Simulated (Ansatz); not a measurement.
## Redistribution: C2HClF2 + C4H8 → C2H2F2 + C4H7Cl

Species: C2HClF2 `F/C=C(\F)Cl`, singlet; C4H8 (1-butene) `C=CCC`, singlet; C2H2F2 (1,2-difluoroethene) `F/C=C/F`, singlet; C4H7Cl (cis-1-chloro-1-butene) `CC/C=C\Cl`, singlet. The partners trade Cl for H; both sit on C, so the bond types are kept.

Shapes, held fixed at every level: PBE0-D4/def2-TZVP. Flexible molecules stand in one conformer, not always the lowest. Programs: Ansatz 0.2.0. The zero-point and thermal change to 298 K, harmonic and unscaled (PBE0-D4/def2-TZVP), is +1.1 kJ/mol.

(1) Estimate ΔH(298 K) of this reaction.

## Answers

(1) The highest level, CCSD(T)/CBS estimate, gives ΔH(298 K) = -12.3 kJ/mol; the levels span -20.0 to -9.6. The column of differences is taken from that level and isn't an error. No measured value is set beside it here. The CBS estimate extrapolates MP2 from def2-TZVPP and def2-QZVPP and adds CCSD(T) − MP2 in the triple-zeta set, cores frozen.

```tsv
level	kind	ΔH(298 K) (kJ/mol)	less CCSD(T)/CBS estimate
HF/def2-SVP	Hartree–Fock	-20.0	-7.7
PBE-D4/def2-TZVPP	GGA	-9.6	+2.7
B3LYP-D4/def2-TZVPP	global hybrid	-12.4	-0.1
PBE0-D4/def2-TZVPP	global hybrid	-11.1	+1.2
wB97M-V/def2-TZVPP	range-separated hybrid	-11.0	+1.3
MP2/def2-SVP	perturbation theory	-11.7	+0.6
MP2/def2-TZVPP	perturbation theory	-12.3	0.0
CCSD(T)/CBS estimate	coupled cluster or CI	-12.3	0.0
```
